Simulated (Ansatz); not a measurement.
**NaCl: a single-point run**

The task is a single-point run on NaCl. The structure is shown as the input types it. The cell is built on a prototype (CsCl type) and needn't be the phase found in nature.

Computed with Ansatz 0.2.0 (density functional or hybrid calculation with the settings of its input, plane waves (as first typed), unless a step's input says otherwise).

3 further runs of the same task are left out: 3 that didn't finish.

## Step 1: Starting point

It takes space group Pm-3m (No. 221, cubic). Conventional cell: a = 3.460 Å, b = 3.460 Å, c = 3.460 Å, α = 90.00°, β = 90.00°, γ = 90.00°. Na (site symmetry m-3m) is surrounded by 8 Cl at 3.00 Å. Around Cl (site symmetry m-3m) lie 8 Na at 3.00 Å.

Coordinates:

```cif
data_structure
_symmetry_space_group_name_H-M 'Pm-3m'
_symmetry_Int_Tables_number 221
_cell_length_a 3.4595
_cell_length_b 3.4595
_cell_length_c 3.4595
_cell_angle_alpha 90.000
_cell_angle_beta 90.000
_cell_angle_gamma 90.000
_cell_volume 41.41
loop_
_atom_site_label
_atom_site_type_symbol
_atom_site_symmetry_multiplicity
_atom_site_Wyckoff_symbol
_atom_site_fract_x
_atom_site_fract_y
_atom_site_fract_z
_atom_site_occupancy
Na1 Na 1 a 0.00000 0.00000 0.00000 1
Cl1 Cl 1 b 0.50000 0.50000 0.50000 1
```

## Step 2: The calculation

input.yaml reads:

```yaml
crystal:
  lattice:
    - [3.4595458649, 0.0, 0.0]
    - [0.0, 3.4595458649, 0.0]
    - [0.0, 0.0, 3.4595458649]
  atoms:
    - { symbol: Na, position: [0.0, 0.0, 0.0] }
    - { symbol: Cl, position: [0.5, 0.5, 0.5] }
kpoints:
  mp_grid: { grid: [2, 4, 6] }
hamiltonian:
  xc: hse06
scf:
  occupations: { method: fixed }
  n_extra_bands: 4
output:
  forces: true
  stress: true
  eigenvalues: true
```

Run with:

```bash
$ ansatz run input.yaml --threads 4 --pin off --max-ram 3686MiB --backend cpu --events-out ev --progress --plain --runs-dir out
```

Q: Will this input give a usable result? If not, why, and what should change?

The run converged and reported no error, with warnings (stress exchange threshold loose, stress scf threshold loose, symmetry narrowed by mesh). Its log warns: «crystal.symmetry: narrowed to the stabiliser of the k-point mesh — unitary ops 48 → 8; excluded 40 operations that carry a point of the 2×4×6 mesh (shift [0, 0 ...»

The suspect setting: kpoints.mp_grid.grid is [2, 4, 6]. The mesh has lower symmetry than the crystal, so equivalent directions are sampled differently.

Run again and compare: set kpoints.mp_grid.grid to [4, 4, 4].
